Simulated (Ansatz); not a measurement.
Input and command of a calculation in Ansatz (plane waves; scalar-relativistic PAW potentials unless the input names others):

```yaml
crystal:
  lattice:
    - [2.6939266522, 0.0, 0.0]
    - [-1.3469633261, 2.3330089167, 0.0]
    - [0.0, 0.0, 4.2704940408]
  atoms:
    - { symbol: Os, position: [0.3333333333, 0.6666666667, 0.25] }
    - { symbol: Os, position: [0.6666666667, 0.3333333333, 0.75] }
basis:
  ecutwfc: 420
kpoints:
  mp_grid: { grid: [18, 18, 10] }
hamiltonian:
  xc: pbe
scf:
  max_iter: 60
output:
  forces: true
  eigenvalues: true
  stress: true
```

```bash
ansatz run input.yaml --threads 1 --pin off --max-ram 2560MiB --backend cpu --events-out ev --progress --plain --runs-dir out
```

Problem. What will the program do with this input?

Solution. The program refuses it, because of no occupation method (scf.occupations: {"method": "gaussian", "width": 0.1} → not typed). With the sound run's settings it is accepted.

Abridged log:
```
Error: YAML parse error: `scf.occupations.method` is required: fixed only where the cell keeps a band gap throughout the run, explicit beside scf.occupations.values (under evaluate: without them), else a smearing such as fermi_dirac (scf.occupations.width is optional; its entry in the input reference gives the default)
```